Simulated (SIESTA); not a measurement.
HfO2:

```
Hf O
1.0
     3.55802    0.00000    0.00000
     0.00000    3.55802    0.00000
     0.00000    0.00000    5.17186
Hf O
2 4
Direct
  0.00000 0.00000 0.00000
  0.50000 0.50000 0.50000
  0.00000 0.50000 0.19721
  0.50000 0.00000 0.30279
  0.50000 0.00000 0.80279
  0.00000 0.50000 0.69721
```

Measurements of this composition are mostly on another form, of space group No. 14.

Base run:

| Quantity | Value |
| --- | --- |
| Program | SIESTA 5.4.2 |
| Functional | vdW-DF-cx |
| Potentials or basis | PseudoDojo 0.4 standard (PBE files) |
| Basis | DZP (energy shift 0.003 Ry; two zetas on semicore shells) |
| Grid cutoff | 800 Ry |
| Energy shift | 0.003 Ry |
| k mesh | 8 × 8 × 5 |
| Occupations | fermi-dirac, width 0.05 eV |
| Spin | no spin polarisation |

Its results: band gap on the k mesh 4.56 eV, indirect (least direct gap 4.62 eV); pressure 6.7 GPa; largest force 0.278 eV/Å.

Question: The run is repeated on the same cell with these changes: functional from vdW-DF-cx to BLYP. What comes out?

Answer: Band gap on the k mesh 4.58 eV, indirect (least direct gap 4.65 eV); pressure 19.9 GPa; largest force 0.309 eV/Å.

Caveats: short orbitals over semicore shells can move pressures by several GPa; the potentials were made for another functional, which shifts forces and pressure; spin-orbit coupling is left out, which moves the levels of the heavy elements; the basis of atomic orbitals isn't converged, which shifts pressures, moduli and gaps.

Not every run made on this cell is shown here.
